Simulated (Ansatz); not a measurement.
# Pt: the cost of one run

Computed with Ansatz 0.2.0 (DFT PBE, scalar-relativistic, plane waves, PAW, unless a step's input says otherwise).

4 further runs of the same task are left out: 1 that didn't finish, 3 set aside as unsound or not needed.

## Step 1: The system as given

The structure is cubic, space group Fm-3m (No. 225). The conventional cell has a = 3.970 Å, b = 3.970 Å, c = 3.970 Å, α = 90.00°, β = 90.00°, γ = 90.00°. Pt (site symmetry m-3m) is surrounded by 12 Pt at 2.81 Å.

As a file:

```cif
data_structure
_symmetry_space_group_name_H-M 'Fm-3m'
_symmetry_Int_Tables_number 225
_cell_length_a 3.9701
_cell_length_b 3.9701
_cell_length_c 3.9701
_cell_angle_alpha 90.000
_cell_angle_beta 90.000
_cell_angle_gamma 90.000
_cell_volume 62.58
loop_
_atom_site_label
_atom_site_type_symbol
_atom_site_symmetry_multiplicity
_atom_site_Wyckoff_symbol
_atom_site_fract_x
_atom_site_fract_y
_atom_site_fract_z
_atom_site_occupancy
Pt1 Pt 4 a 0.00000 0.00000 0.00000 1
```

This cell was relaxed beforehand with the same method: volume 15.64 Å³/atom, gap on the mesh none (metal).

## Step 2: A bulk reference on a matched mesh

The same crystal, re-cut to the cell of the runs to come, so that errors of the mesh cancel.

Input file input.yaml:

```yaml
crystal:
  lattice:
    - [2.8072945027, 0.0, 0.0]
    - [-1.4036472513, 2.4311883552, 0.0]
    - [0.0, 0.0, 6.8764390892]
  atoms:
    - { symbol: Pt, position: [0.0, 0.0, 0.0] }
    - { symbol: Pt, position: [0.3333333333, 0.6666666667, 0.3333333333] }
    - { symbol: Pt, position: [0.6666666667, 0.3333333333, 0.6666666667] }
basis:
  ecutwfc: 420
kpoints:
  mp_grid: { grid: [21, 21, 16] }
hamiltonian:
  xc: pbe
scf:
  occupations: { method: gaussian, width: 0.1 }
output:
  forces: true
  stress: true
  eigenvalues: true
```

On the command line:

```
ansatz run input.yaml --threads 2 --pin off --max-ram 5120MiB --backend cpu --events-out ev --progress --plain --runs-dir out
```

**Question.** How long does this run take on 2 threads of Intel Xeon 6975P-C (Granite Rapids), shared host, and how much memory does it need?

About 9.1 s, with a peak of 0.93 GiB.
